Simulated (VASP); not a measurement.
Set up this calculation in VASP 6.6.1, as the native input.

- Task: single point
- Functional: PBE
- Potentials or basis: VASP PAW PBE potentials, release 64 (Mg, H)
- Cutoff: 520 eV
- k mesh: 10 × 10 × 10
- Occupations: fermi-dirac, width 0.05 eV
- Spin: no spin polarisation
- Further INCAR settings: ALGO = Normal; EDIFF = 1e-07; NBANDS = 9

The structure of MgH2 lies in POSCAR:

```
MgH2
1.0
    0.0000000000      2.3810671700      2.3810671700
    2.3810671700      0.0000000000      2.3810671700
    2.3810671700      2.3810671700      0.0000000000
Mg H
1 2
Direct
    0.0120048800      0.9832899500      0.0115125200
    0.7519630300      0.7515515000      0.7474538500
    0.2360320900      0.2651585500      0.2410336300
```

The cell comes from a database or a generator and needn't be the stable form of this composition.

The cell isn't the ideal one: all atoms moved at random, sigma 0.02 Å a component.

The input as run:

INCAR

```
SYSTEM = MgH2
  PREC = Accurate
  ENCUT = 520
  EDIFF = 1E-7
  ISMEAR = -1
  SIGMA = 0.05
  LREAL = .False.
  LASPH = .True.
  NELM = 80
  ALGO = Normal
  ISIF = 2
  LWAVE = .False.
  LCHARG = .False.
  GGA = PE
  NBANDS = 9
```

KPOINTS

```
regular mesh
0
Gamma
  10 10 10
  0 0 0
```

Potentials or basis: VASP PAW PBE potentials, release 64 (Mg, H).

Run with:

```bash
$ cat potpaw_PBE.64/Mg/POTCAR potpaw_PBE.64/H/POTCAR > POTCAR
$ mpirun -np 1 vasp_std > vasp.out
```

Results of the run:

| Quantity | Value |
| --- | --- |
| Pressure | -0.2 GPa |
| Largest force | 0.268 eV/Å |
| Band gap on the k mesh | none (metal or under the smearing width) |

It took 4 min on 1 thread of AMD EPYC 7R43 64-Core Processor (Zen 3), with other jobs on the host, peak memory 0.22 GiB.
